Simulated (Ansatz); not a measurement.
Wanted: the native input for an Ansatz 0.2.0 run.

- Task: band structure
- Functional: HSEsol
- Potentials or basis: Ansatz PAW
- Cutoff: 420 eV (not typed: the program's choice for these potentials)
- k mesh: 6 × 6 × 3
- Occupations: fermi-dirac, width 0.05 eV
- Spin: no spin polarisation
- Path: [["G", "M", "K", "G", "A", "L", "H", "A"], ["L", "M"], ["K", "H"]]
- Points for each segment of the path: 4

The system is Re.

```
Re
1.0
     2.76080    0.00000    0.00000
    -1.38040    2.39092    0.00000
     0.00000    0.00000    4.45820
Re
2
Direct
  0.66667 0.33333 0.75000
  0.33333 0.66667 0.25000
```

These files were run (other wordings do the same):

input.yaml

```yaml
crystal:
  lattice:
    - [2.7608, 0.0, 0.0]
    - [-1.3804, 2.3909229348, 0.0]
    - [0.0, 0.0, 4.4582]
  atoms:
    - { symbol: Re, position: [0.6666666667, 0.3333333333, 0.75] }
    - { symbol: Re, position: [0.3333333333, 0.6666666667, 0.25] }
hamiltonian:
  xc:
    exchange: hjs_pbesol
    correlation: pbesol
    exx: { coeff: 0.25, omega: 0.207 }
  pseudopotentials: { kind: paw }
kpoints:
  mp_grid: { grid: [6, 6, 3] }
  band_path:
    path:
      - [[0.0, 0.0, 0.0], [0.5, 0.0, 0.0], [0.3333333333, 0.3333333333, 0.0], [0.0, 0.0, 0.0], [0.0, 0.0, 0.5], [0.5, 0.0, 0.5], [0.3333333333, 0.3333333333, 0.5], [0.0, 0.0, 0.5]]
      - [[0.5, 0.0, 0.5], [0.5, 0.0, 0.0]]
      - [[0.3333333333, 0.3333333333, 0.0], [0.3333333333, 0.3333333333, 0.5]]
    npoints: 4
scf:
  occupations: { method: fermi_dirac, width: 0.05 }
  n_extra_bands: 6
output:
  forces: true
  stress: true
  eigenvalues: true
  fatbands: false
```

Potentials or basis: Ansatz PAW.

Launch:

```console
$ ansatz run input.yaml --threads 2 --pin off --max-ram 5632MiB --backend cpu --events-out ev --progress --plain --runs-dir out
```

Results of the run:

- Pressure: -11.3 GPa
- Band gap on the k mesh: none (metal or under the smearing width)

Caveat: the k mesh is coarse (spacing up to 0.47 Å⁻¹), so the values aren't converged, least of all with exact exchange; spin-orbit coupling is left out, which moves the levels of the heavy elements; the PAW data sets come from PBE, with cores solved anew for the run's functional, which leaves a small shift of forces and pressure; the thresholds are loose for stress.

It took 3.9 min on 2 threads of Intel(R) Xeon(R) Processor @ 2.50GHz (Skylake/Cascade Lake), with other jobs on the host, peak memory 0.63 GiB.
